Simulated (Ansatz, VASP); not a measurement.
## Cu: VASP beside Ansatz

```xyz
2
Lattice="2.5341 0.0000 0.0000 -1.2670 2.1946 0.0000 0.0000 0.0000 4.1126" Properties=species:S:1:pos:R:3 pbc="T T T"
Cu    0.0000    1.4631    1.0281
Cu    1.2670    0.7315    3.0844
```

Alike in both runs: task single point; functional PBE; k mesh 18 × 18 × 10; occupations gaussian, width 0.1 eV; no spin polarisation.

|  | VASP | Ansatz |
| --- | --- | --- |
| version | VASP 6.6.1 | Ansatz 0.2.0 |
| potentials or method | VASP PAW PBE potentials, release 64 (Cu) | scalar-relativistic, plane waves, PAW |
| plane-wave cutoff (eV) | 520 | 420 |
| valence electrons in the cell | 22 | 38 |

Ansatz gave:

```
gap on the k mesh at the Fermi level (eV)       : none
pressure (GPa)                                  : 7.2
largest component of the traceless stress (GPa) : 0.83
```

Question: Which values does VASP return?

Answer: gap on the k mesh at the Fermi level (eV): none; pressure (GPa): 7.8; largest component of the traceless stress (GPa): 0.80.

A gap of «none» marks a metal or a gap that the smearing closes. The two sets of potentials don't hold the same shells in valence.
